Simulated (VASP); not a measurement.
# Te2Mo in VASP: single point with PBEsol

Aim: the single point of Te2Mo with PBEsol.

Everything below comes from runs of VASP 6.6.1. Logs are shortened: lines on timing, memory, paths and dates and some standing lists are left out, and cuts for length are marked.

### Step 1. The slab as given

The cell holds a slab with vacuum, 6 atoms: a = 3.560 Å, b = 3.560 Å, c = 24.811 Å, α = 90.00°, β = 90.00°, γ = 120.00°.

### Step 2. Single point, PBEsol

Input file INCAR:

```
SYSTEM = Te2Mo
  PREC = Accurate
  ENCUT = 520
  EDIFF = 1E-6
  ISMEAR = 0
  SIGMA = 0.1
  LREAL = .False.
  LASPH = .True.
  NELM = 100
  ALGO = Normal
  ISIF = 2
  LWAVE = .False.
  LCHARG = .False.
  GGA = PS
  NBANDS = 35
```

Input file KPOINTS:

```
Automatic mesh
0
Gamma
  6 6 1
  0 0 0
```

Input file POSCAR:

```
Te2Mo
1.0
    3.5603917377      0.0000000000      0.0000000000
   -1.7801958688      3.0833896922      0.0000000000
    0.0000000000      0.0000000000     24.8112624000
Te Mo
4 2
Direct
    0.3333333300      0.6666666700      0.0793711400
    0.6666666700      0.3333333300      0.7763605200
    0.6666666700      0.3333333300      0.9206288600
    0.3333333300      0.6666666700      0.2236394800
    0.3333333300      0.6666666700      0.8484585100
    0.6666666700      0.3333333300      0.1515414900
```

Potentials or basis: VASP PAW PBE potentials, release 64 (Te, Mo_sv).

The run is started by

```bash
$ cat potpaw_PBE.64/Te/POTCAR potpaw_PBE.64/Mo_sv/POTCAR > POTCAR
$ mpirun -np 1 vasp_std > vasp.out
```

OUTCAR:

```text
SYSTEM = Te2Mo
   PREC = Accurate
   ENCUT = 520
   EDIFF = 1E-6
   ISMEAR = 0
   LREAL = .False.
   LASPH = .True.
   NELM = 100
   ISIF = 2
   GGA = PS

 ion  position               nearest neighbor table
   1  0.333  0.667  0.079-   6 2.73   6 2.73   6 2.73   4 3.58
   2  0.667  0.333  0.776-   5 2.72   5 2.72   5 2.72   3 3.58
   3  0.667  0.333  0.921-   5 2.73   5 2.73   5 2.73   2 3.58
   4  0.333  0.667  0.224-   6 2.72   6 2.72   6 2.72   1 3.58
   5  0.333  0.667  0.848-   2 2.72   2 2.72   2 2.72   3 2.73   3 2.73   3 2.73
   6  0.667  0.333  0.152-   4 2.72   4 2.72   4 2.72   1 2.73   1 2.73   1 2.73

  LATTYP: Found a hexagonal cell.
 ALAT       =     3.5603917377
 C/A-ratio  =     6.9686889050

  Lattice vectors:

 A1 = (   3.5603917377,   0.0000000000,   0.0000000000)
 A2 = (  -1.7801958688,   3.0833896922,   0.0000000000)
 A3 = (   0.0000000000,   0.0000000000,  24.8112624000)

Analysis of symmetry for initial positions (statically):
=====================================================================
 Subroutine PRICEL returns:
 Original cell was already a primitive cell.

 Routine SETGRP: Setting up the symmetry group for a
 hexagonal supercell.

 Subroutine GETGRP returns: Found 12 space group operations
 (whereof 12 operations were pure point group operations)
 out of a pool of 24 trial point group operations.

The static configuration has the point symmetry D_3d.

Analysis of symmetry for dynamics (positions and initial velocities):
=====================================================================
 Subroutine PRICEL returns:
 Original cell was already a primitive cell.

 Routine SETGRP: Setting up the symmetry group for a
 hexagonal supercell.

 Subroutine GETGRP returns: Found 12 space group operations
 (whereof 12 operations were pure point group operations)
 out of a pool of 24 trial point group operations.

The dynamic configuration has the point symmetry D_3d.

 Subroutine INISYM returns: Found 12 space group operations
 (whereof 12 operations are pure point group operations),
 and found     1 'primitive' translations

----------------------------------------------------------------------------------------

                                     Primitive cell

  volume of cell :     272.3799

  direct lattice vectors                    reciprocal lattice vectors
     3.560391738  0.000000000  0.000000000     0.280867970  0.162159198  0.000000000
    -1.780195869  3.083389692  0.000000000     0.000000000  0.324318396  0.000000000
     0.000000000  0.000000000 24.811262400     0.000000000  0.000000000  0.040304277

  length of vectors
     3.560391738  3.560391738 24.811262400     0.324318396  0.324318396  0.040304277

  position of ions in fractional coordinates (direct lattice)
     0.333333330  0.666666670  0.079371140
     0.666666670  0.333333330  0.776360520
     0.666666670  0.333333330  0.920628860
     0.333333330  0.666666670  0.223639480
     0.333333330  0.666666670  0.848458510
     0.666666670  0.333333330  0.151541490

  ion indices of the primitive-cell ions
   primitive index   ion index
                 1           1
                 2           2
                 3           3
                 4           4
                 5           5
                 6           6

----------------------------------------------------------------------------------------

 KPOINTS: Automatic mesh

Automatic generation of k-mesh.
 Grid dimensions read from file:
 generate k-points for:    6    6    1

 Generating k-lattice:

  Cartesian coordinates                     Fractional coordinates (reciprocal lattice)
     0.046811328  0.027026533  0.000000000     0.166666667  0.000000000  0.000000000
     0.000000000  0.054053066  0.000000000     0.000000000  0.166666667  0.000000000
     0.000000000  0.000000000  0.040304277     0.000000000  0.000000000  1.000000000

  Length of vectors
     0.054053066  0.054053066  0.040304277

  Shift w.r.t. Gamma in fractional coordinates (k-lattice)
     0.000000000  0.000000000  0.000000000

 Subroutine IBZKPT returns following result:
 ===========================================

 Found      7 irreducible k-points:

 Following reciprocal coordinates:
            Coordinates               Weight
  0.000000  0.000000  0.000000      1.000000
  0.166667  0.000000  0.000000      6.000000
  0.333333  0.000000  0.000000      6.000000
  0.500000  0.000000  0.000000      3.000000
  0.166667  0.166667  0.000000      6.000000
  0.333333  0.166667  0.000000     12.000000
  0.333333  0.333333  0.000000      2.000000
   k-points           NKPTS =      7   k-points in BZ     NKDIM =      7   number of bands    NBANDS=     35
   number of dos      NEDOS =    301   number of ions     NIONS =      6
   total plane-waves  NPLWV = 150528
   dimension x,y,z NGX =    28 NGY =   28 NGZ =  192
   dimension x,y,z NGXF=    56 NGYF=   56 NGZF=  384
   ions per type =               4   2
   NGX,Y,Z   is equivalent  to a cutoff of  13.07, 13.07, 12.86 a.u.
   NGXF,Y,Z  is equivalent  to a cutoff of  26.15, 26.15, 25.73 a.u.
 SYSTEM =  Te2Mo
   PREC   = accura    normal or accurate (medium, high low for compatibility)
   ISTART =      0    job   : 0-new  1-cont  2-samecut
   ICHARG =      2    charge: 1-file 2-atom 10-const
   ISPIN  =      1    spin polarized calculation?
   LNONCOLLINEAR =      F non collinear calculations
   LSORBIT =      F    spin-orbit coupling
   LASPH  =      T    aspherical Exc in radial PAW
   ENCUT  =  520.0 eV  38.22 Ry    6.18 a.u.   6.62  6.62 46.13*2*pi/ulx,y,z
   NELM   =    100;   NELMIN=  2; NELMDL= -5     # of ELM steps
   EDIFF  = 0.1E-05   stopping-criterion for ELM
   LREAL  =      F    real-space projection
   EDIFFG = 0.1E-04   stopping-criterion for IOM
   NSW    =      0    number of steps for IOM
   IBRION =     -1    ionic relax: 0-MD 1-quasi-New 2-CG
   NFREE  =      0    steps in history (QN), initial steepest desc. (CG)
   ISIF   =      2    stress and relaxation
   ISYM   =      2    0-nonsym 1-usesym 2-fastsym
   POTIM  = 0.5000    time-step for ionic-motion
   TEBEG  =    0.0;   TEEND  =   0.0 temperature during run
   PSTRESS=    0.0 pullay stress
   NELECT =      52.0000    total number of electrons
   NUPDOWN=      -1.0000    fix difference up-down
   EMIN   =  10.00;   EMAX   =-10.00  energy-range for DOS
   EFERMI =   0.00;   METHOD = LEGACY
   ISMEAR =     0;   SIGMA  =   0.10  broadening in eV -4-tet -1-fermi 0-gaus
   EFERMI_NEDOS =   21; number of points for ismear=-14 and -15
   IALGO  =     38    algorithm
   IMIX   =      4    mixing-type and parameters
     AMIX     =   0.40;   BMIX     =  1.00
     AMIX_MAG =   1.60;   BMIX_MAG =  1.00
  volume/ion in A,a.u.               =      45.40       306.35
  Fermi-wavevector in a.u.,A,eV,Ry     =   0.942651  1.781352 12.090013  0.888591
  Thomas-Fermi vector in A             =   2.070281
   LORBIT       =      0    0 simple, 1 ext, 2 COOP (PROOUT), +10 PAW based schemes
   GGA     = PS    functional components
   LHFCALC =     F    Hartree Fock is set to
   AEXX    =    0.0000 exact exchange contribution
   IVDW    =     0    specifies the selected vdW correction
   LEPSILON=     F    determine dielectric tensor
   LRPA    =     F    only Hartree local field effects (RPA)
 non-spin polarized calculation
 Gauss-broadening in eV      SIGMA  =   0.10
  energy-cutoff  :      520.00
  volume of cell :      272.38
 maximum number of plane-waves:      7365
 NGX is ok and might be reduce to    28
   NGX = 13   NGY = 13   NGZ = 93

 number of electron      52.0000000 magnetization

 Free energy of the ion-electron system (eV)
  ---------------------------------------------------
  ext. energy  EPLUGINS =         0.00000000
  ---------------------------------------------------
  free energy    TOTEN  =       -39.22482807 eV

  energy without entropy =      -39.22482807  energy(sigma->0) =      -39.22482807

 E-fermi :   2.5556     XC(G=0):  -6.3778

 val. band max:        2.0765943672   @ k =   0.3333   0.3333   0.0000
 cond. band min:       3.0973523639   @ k =   0.3333   0.3333   0.0000
 fundamental gap:      1.0207579967
 Fermi energy:         2.5556341563

 k-point     1 :       0.0000    0.0000    0.0000
  band No.  band energies     occupation
      1     -58.5210      2.00000
      2     -58.5210      2.00000
      3     -32.6963      2.00000
      4     -32.6963      2.00000
      5     -32.5932      2.00000
      6     -32.5932      2.00000
[... 27 lines left out ...]
     34       5.4465      0.00000
     35       6.4483      0.00000

 k-point     2 :       0.1667    0.0000    0.0000
  band No.  band energies     occupation
      1     -58.5189      2.00000
      2     -58.5189      2.00000
      3     -32.6898      2.00000
      4     -32.6898      2.00000
      5     -32.6224      2.00000
      6     -32.6224      2.00000
[... 27 lines left out ...]
     34       5.4366      0.00000
     35       6.9246      0.00000

 k-point     3 :       0.3333    0.0000    0.0000
  band No.  band energies     occupation
      1     -58.5147      2.00000
      2     -58.5147      2.00000
      3     -32.6802      2.00000
      4     -32.6802      2.00000
      5     -32.6769      2.00000
      6     -32.6769      2.00000
[... 27 lines left out ...]
     34       5.7612      0.00000
     35       7.4210      0.00000

 k-point     4 :       0.5000    0.0000    0.0000
  band No.  band energies     occupation
      1     -58.5126      2.00000
      2     -58.5126      2.00000
      3     -32.7088      2.00000
      4     -32.7088      2.00000
      5     -32.6704      2.00000
      6     -32.6704      2.00000
[... 27 lines left out ...]
     34       5.8425      0.00000
     35       5.9761      0.00000

 k-point     5 :       0.1667    0.1667    0.0000
  band No.  band energies     occupation
      1     -58.5157      2.00000
      2     -58.5157      2.00000
      3     -32.6801      2.00000
      4     -32.6801      2.00000
      5     -32.6604      2.00000
      6     -32.6604      2.00000
[... 27 lines left out ...]
     34       5.6794      0.00000
     35       7.7137      0.00000

 k-point     6 :       0.3333    0.1667    0.0000
  band No.  band energies     occupation
      1     -58.5126      2.00000
      2     -58.5126      2.00000
      3     -32.6944      2.00000
      4     -32.6944      2.00000
      5     -32.6704      2.00000
      6     -32.6704      2.00000
[... 27 lines left out ...]
     34       5.8866      0.00000
     35       6.8260      0.00000

 k-point     7 :       0.3333    0.3333    0.0000
  band No.  band energies     occupation
      1     -58.5115      2.00000
      2     -58.5115      2.00000
      3     -32.6815      2.00000
      4     -32.6815      2.00000
      5     -32.6672      2.00000
      6     -32.6672      2.00000
[... 27 lines left out ...]
     34       6.0389      0.00000
     35       6.8316      0.00000

------------------------ aborting loop because EDIFF is reached ----------------------------------------

  FORCE on cell =-STRESS in cart. coord.  units (eV):
  Direction    XX          YY          ZZ          XY          YZ          ZX
  --------------------------------------------------------------------------------------
  -------------------------------------------------------------------------------------
  Total       -3.1433638     -3.1433638     -1.2560961     -0.0000000      0.0000000     -0.0000000
  in kB      -18.4897127    -18.4897127     -7.3885362     -0.0000000      0.0000000     -0.0000000
  external PRESSURE =     -14.7893205 kB  Pullay stress =       0.0000000 kB

 VOLUME and BASIS-vectors are now :
 -----------------------------------------------------------------------------
  energy-cutoff  :      520.00
  volume of cell :      272.38
      direct lattice vectors                 reciprocal lattice vectors
     3.560391738  0.000000000  0.000000000     0.280867970  0.162159198  0.000000000
    -1.780195869  3.083389692  0.000000000     0.000000000  0.324318396  0.000000000
     0.000000000  0.000000000 24.811262400     0.000000000  0.000000000  0.040304277

 POSITION                                       TOTAL-FORCE (eV/Angst)
 -----------------------------------------------------------------------------------
     -0.00000      2.05559      1.96930        -0.000000     -0.000000      0.067472
      1.78020      1.02780     19.26248        -0.000000     -0.000000      0.131108
      1.78020      1.02780     22.84196         0.000000      0.000000     -0.067472
     -0.00000      2.05559      5.54878         0.000000      0.000000     -0.131108
     -0.00000      2.05559     21.05133         0.000000     -0.000000      0.005806
      1.78020      1.02780      3.75994         0.000000      0.000000     -0.005806
 -----------------------------------------------------------------------------------
    total drift:                               -0.000000     -0.000000      0.000000

  FREE ENERGIE OF THE ION-ELECTRON SYSTEM (eV)
  ---------------------------------------------------
  free  energy   TOTEN  =       -39.2248280658 eV

  energy  without entropy=      -39.2248280658  energy(sigma->0) =      -39.22482807
```

It took 79 s on 1 thread of AMD EPYC 9R45 (Zen 5), shared host; peak memory 0.35 GiB.

What came out:

```yaml
Free_energy: -39.2248 eV
Largest_force: 0.131 eV/Å
Band_gap_on_the_k_mesh: 1.02 eV, direct
```

Forces on the atoms (eV/Å):
```
Te   0.000  0.000  0.067
Te   0.000  0.000  0.131
Te   0.000  0.000 -0.067
Te   0.000  0.000 -0.131
Mo   0.000  0.000  0.006
Mo   0.000  0.000 -0.006
```

Caveat: the PAW data sets were made with another functional, which shifts forces and pressure a little; spin-orbit coupling is left out, which moves the levels of the heavy elements.
